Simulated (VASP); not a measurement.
Wanted: the native input for a VASP 6.6.1 run.

```yaml
Task: single point
Functional: PBEsol
Potentials_or_basis: VASP PAW PBE potentials, release 64 (Ga_d, As)
Cutoff: 350 eV
k_mesh: 2 × 2 × 2
Occupations: gaussian, width 0.03 eV
Spin: collinear spin, ferromagnetic start
Starting_moments: "[0.0, 0.0, 0.0, 0.0, 0.0, 0.0, 0.0, 0.0, 0.0, 0.0, 0.0, 0.1, 0.1, 0.1, 0.0, 0.0, 0.0, 0.0, 0.0, 0.1, 0.0, 0.0, 0.0] μB"
Dq: -1
Further_INCAR_settings: LREAL = Auto; ALGO = Normal; EDIFF = 1e-05; NELECT = 204.0
```

The structure of Ga11As12 (a cell with a defect) lies in POSCAR:

```
Ga11As12
1.0
    0.0000000000      8.4805500000      8.4805500000
    5.6537000000      0.0000000000      5.6537000000
    5.6537000000      5.6537000000      0.0000000000
Ga As
11 12
Direct
    0.0000000000      0.0000000000      0.5000000000
    0.0000000000      0.5000000000      0.0000000000
    0.0000000000      0.5000000000      0.5000000000
    0.3333330000      0.0000000000      0.0000000000
    0.3333330000      0.0000000000      0.5000000000
    0.3333330000      0.5000000000      0.0000000000
    0.3333330000      0.5000000000      0.5000000000
    0.6666670000      0.0000000000      0.0000000000
    0.6666670000      0.0000000000      0.5000000000
    0.6666670000      0.5000000000      0.0000000000
    0.6666670000      0.5000000000      0.5000000000
    0.0833333333      0.1250000000      0.1250000000
    0.0833333333      0.1250000000      0.6250000000
    0.0833333333      0.6250000000      0.1250000000
    0.0833333333      0.6250000000      0.6250000000
    0.4166663333      0.1250000000      0.1250000000
    0.4166663333      0.1250000000      0.6250000000
    0.4166663333      0.6250000000      0.1250000000
    0.4166663333      0.6250000000      0.6250000000
    0.7500003333      0.1250000000      0.1250000000
    0.7500003333      0.1250000000      0.6250000000
    0.7500003333      0.6250000000      0.1250000000
    0.7500003333      0.6250000000      0.6250000000
```

The input as run:

INCAR

```
SYSTEM = Ga11As12
  PREC = Accurate
  ENCUT = 350
  EDIFF = 1E-5
  ISMEAR = 0
  SIGMA = 0.03
  LREAL = Auto
  LASPH = .True.
  NELM = 120
  ALGO = Normal
  ISIF = 2
  LWAVE = .False.
  LCHARG = .False.
  ISPIN = 2
  MAGMOM = 0 0 0 0 0 0 0 0 0 0 0 0.1 0.1 0.1 0 0 0 0 0 0.1 0 0 0
  LORBIT = 11
  GGA = PS
  NELECT = 204.0
  KPAR = 2
```

KPOINTS

```
Automatic mesh
0
Gamma
  2 2 2
  0 0 0
```

Potentials or basis: VASP PAW PBE potentials, release 64 (Ga_d, As).

Run with:

```sh
$ cat potpaw_PBE.64/Ga_d/POTCAR potpaw_PBE.64/As/POTCAR > POTCAR
$ mpirun -np 4 vasp_std > vasp.out
```

Results of the run:

```json
{
  "Largest force": "0.613 eV/Å",
  "Band gap on the k mesh": "none (metal or under the smearing width)",
  "Net moment": "0.75 μB per cell",
  "Site moments": "Ga +0.01, +0.00; As +0.12, +0.10, -0.00, +0.02, +0.00 μB",
  "Valence electrons inside the program's atomic spheres": "Ga 11.69, 11.70; As 2.77, 2.85, 2.80"
}
```

Caveat: the k mesh is coarse (spacing up to 0.48 Å⁻¹), so the values aren't converged; the cell is charged against a uniform background, so pressure and absolute levels hang on convention; the PAW data sets were made with another functional, which shifts forces and pressure a little.

It took 4.1 min on 4 MPI ranks on Intel(R) Xeon(R) Platinum 8488C (Sapphire Rapids), on a shared host, peak memory 0.46 GiB a rank.
